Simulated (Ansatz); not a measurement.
## MnSb in Ansatz: the effect of Hubbard term

MnSb:

```
CELL_PARAMETERS angstrom
4.15000 0.00000 0.00000
-2.07500 3.59401 0.00000
0.00000 0.00000 5.78000
ATOMIC_POSITIONS crystal
Sb 0.66667 0.33333 0.75000
Sb 0.33333 0.66667 0.25000
Mn 0.00000 0.00000 0.50000
Mn 0.00000 0.00000 0.00000
```

Alike in all runs:

```yaml
Program: Ansatz 0.2.0
Task: projected density of states
Functional: PBEsol
Potentials_or_basis: Ansatz PAW
Cutoff: "420 eV (not typed: the program's choice for these potentials)"
k_mesh: 7 × 7 × 5
Occupations: fermi-dirac, width 0.05 eV
Spin: collinear spin, ferromagnetic start
Starting_moments: "[0.0, 0.0, 4.0, 4.0] μB"
Hubbard_projectors: ortho-atomic (the default)
Double_counting: fll (the default)
```

One run gave: pressure 10.9 GPa; moment 8.37 μB. Which Hubbard term did it use?
A. Mn d U = 1 eV
B. Mn d U = 2 eV
C. Mn d U = 8 eV
D. none
E. Mn d U = 6 eV

C.

```csv
Hubbard term,pressure (GPa),moment (μB)
none,-7.1,6.70
Mn d U = 1 eV,-3.5,7.25
Mn d U = 2 eV,-0.5,7.63
Mn d U = 3 eV,2.4,7.93
Mn d U = 4 eV,4.7,8.13
Mn d U = 5 eV,6.3,8.19
Mn d U = 6 eV,7.9,8.23
Mn d U = 8 eV,10.9,8.37
```

Caveats: only a ferromagnetic start was run, and an antiferromagnetic order may lie lower in energy; the PAW data sets come from PBE, with cores solved anew for the run's functional, which leaves a small shift of forces and pressure; the density of states is complete only up to the lowest level of the last band computed; the magnetic or orbital state may not be the lowest (some runs); the U is typed as a test and isn't derived for this compound (some runs).
